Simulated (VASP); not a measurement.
**Ag: relaxation of the atoms with PBE**

Ag, a slab with vacuum:

```
Ag
1.0
     2.93148    0.00000    0.00000
     0.00000    4.14574    0.00000
     0.00000    0.00000   28.19166
Ag
10
Cartesian
  1.4657 2.0729 7.5000
  0.0000 0.0000 8.9657
  1.4657 2.0729 10.4315
  0.0000 0.0000 11.8972
  1.4657 2.0729 13.3630
  0.0000 0.0000 14.8287
  1.4657 2.0729 16.2944
  0.0000 0.0000 17.7602
  1.4657 2.0729 19.2259
  0.0000 0.0000 20.6917
```

The slab is cut from a database's or a generator's crystal, which needn't be the stable form of the element.

- Program: VASP 6.6.1
- Task: relaxation of the atoms
- Functional: PBE
- Potentials or basis: VASP PAW PBE potentials, release 64 (Ag)
- Cutoff: 520 eV
- k mesh: 13 × 9 × 1
- Occupations: methfessel-paxton, width 0.1 eV
- Spin: no spin polarisation
- Dipole correction: yes
- Further INCAR settings: ALGO = Normal; EDIFF = 1e-06; IBRION = 2; EDIFFG = -0.02; NSW = 80

```
Energy gained by relaxing    : 3.7 meV/atom
Ionic steps                  : 7
Largest force after relaxing : 0.013 eV/Å
Band gap on the k mesh       : none (metal or under the smearing width)
```

Forces in eV/Å, atoms in the order of the input:
```
Ag   0.000  0.000  0.013
Ag   0.000  0.000  0.010
Ag   0.000  0.000  0.002
Ag   0.000  0.000 -0.003
Ag   0.000  0.000  0.009
Ag   0.000  0.000 -0.009
Ag   0.000  0.000  0.003
Ag   0.000  0.000 -0.002
Ag   0.000  0.000 -0.010
Ag   0.000  0.000 -0.013
```

The path:
```tsv
step	energy change (eV)	largest force (eV/Å)	pressure (GPa)
1	0.0000	0.2695	-0.70
2	-0.0123	0.2242	-0.66
3	-0.0339	0.0742	-0.53
4	-0.0358	0.0492	-0.46
5	-0.0358	0.0489	-0.46
6	-0.0364	0.0246	-0.45
7	-0.0366	0.0129	-0.45
```

Final structure:
```cif
data_structure
_symmetry_space_group_name_H-M 'P 1'
_symmetry_Int_Tables_number 1
_cell_length_a 2.9315
_cell_length_b 4.1457
_cell_length_c 28.1917
_cell_angle_alpha 90.000
_cell_angle_beta 90.000
_cell_angle_gamma 90.000
_cell_volume 342.62
loop_
_atom_site_label
_atom_site_type_symbol
_atom_site_fract_x
_atom_site_fract_y
_atom_site_fract_z
_atom_site_occupancy
Ag1 Ag 0.50000 0.50000 0.26851 1
Ag2 Ag 0.00000 0.00000 0.31581 1
Ag3 Ag 0.50000 0.50000 0.37019 1
Ag4 Ag 0.00000 0.00000 0.42147 1
Ag5 Ag 0.50000 0.50000 0.47384 1
Ag6 Ag 0.00000 0.00000 0.52616 1
Ag7 Ag 0.50000 0.50000 0.57853 1
Ag8 Ag 0.00000 0.00000 0.62981 1
Ag9 Ag 0.50000 0.50000 0.68419 1
Ag10 Ag 0.00000 0.00000 0.73149 1
```

Levels at points of the mesh, in eV from the Fermi level:
| k point | band 53 | band 54 | band 55 | band 56 | band 57 | band 58 |
| --- | --- | --- | --- | --- | --- | --- |
| (0.00, 0.00, 0.00) | -2.78 | -2.76 | -1.73 | -0.47 | 1.01 | 2.01 |

Wall time 15 min on 4 MPI ranks on Intel(R) Xeon(R) Platinum 8488C (Sapphire Rapids), on a shared host, peak memory 0.78 GiB a rank.
